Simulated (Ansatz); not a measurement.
Input of an Ansatz 0.2.0 run:

input.yaml

```yaml
crystal:
  lattice:
    - [2.4480228978, 0.0, 0.0]
    - [-1.2240114489, 2.1200500186, 0.0]
    - [0.0, 0.0, 4.07280757]
  atoms:
    - { symbol: Ni, position: [0.6666666667, 0.3333333333, 0.75], spin: 1.0 }
    - { symbol: Ni, position: [0.3333333333, 0.6666666667, 0.25], spin: 1.0 }
kpoints:
  mp_grid: { grid: [12, 12, 7] }
scf:
  occupations: { method: fermi_dirac, width: 0.05 }
hamiltonian:
  xc: pbesol
  pseudopotentials: { kind: all_electron, lapw: { basis_error: 0.001 } }
magnetization:
  spin_polarized: true
output:
  forces: true
  stress: true
  eigenvalues: true
  populations: true
```

Potentials or basis: all-electron LAPW, scalar-relativistic.

Launch:

```bash
$ ansatz run input.yaml --threads 2 --pin off --max-ram 6144MiB --backend cpu --events-out ev --progress --plain --runs-dir out
```

Q: What does it give for the absolute moment?

A: 1.46 μB per cell.

Q: Predict the net moment.

A: 1.30 μB per cell.

Q: Estimate the pressure.

A: -3.0 GPa.

Stress tensor (GPa, compression positive):
```
-1.71  0.00  0.00
 0.00 -1.71  0.00
 0.00  0.00 -5.69
```
